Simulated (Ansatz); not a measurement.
**Straining TaN**

Computed with DFT PBE, scalar-relativistic, plane waves, PAW in Ansatz 0.2.0. Run with 420 eV cutoff, 24×24×10 k-mesh, Gaussian smearing of 0.10 eV, no spin polarisation.

The relaxed crystal:

```xyz
4
Lattice="2.9171 0.0000 0.0000 -1.4586 2.5263 0.0000 0.0000 0.0000 5.9148" Properties=species:S:1:pos:R:3 pbc="T T T"
Ta    0.0000    0.0000    0.0000
Ta    0.0000    0.0000    2.9574
N     0.0000    1.6842    1.4787
N     1.4586    0.8421    4.4361
```

Deformation: uniaxial strain along c, with the lengths of a and b and the atoms relaxed and the angles held, all within the symmetry that the strain leaves. Energies are extrapolated to zero smearing. On this cell's mesh the reference holds a stress of up to 0.13 GPa.

Spin–orbit coupling is left out, which can shift energies with elements as heavy as these.

| strain (%) | ΔE (meV/atom) | a (Å) | b (Å) | c (Å) |
| --- | --- | --- | --- | --- |
| -6.0 | 95.2 | 2.963 | 2.963 | 5.560 |
| -4.0 | 42.3 | 2.943 | 2.943 | 5.678 |
| -2.0 | 10.4 | 2.929 | 2.929 | 5.797 |
| +0.0 | 0.0 | 2.917 | 2.917 | 5.915 |
| +2.0 | 10.1 | 2.908 | 2.908 | 6.033 |
| +4.0 | 38.6 | 2.900 | 2.900 | 6.151 |
| +6.0 | 84.1 | 2.894 | 2.894 | 6.270 |

Q: What stiffness (1/V) d²E/dε² at zero strain does a cubic fit over all points give?

A: A cubic fit gives (1/V) d²E/dε² = 731 GPa at zero strain (Young's modulus along this axis, angles held).

Q: How does the free axis a answer a small strain?

A: Between the innermost points its strain is -0.18 times the applied one.

This form isn't the usual stable structure of the compound.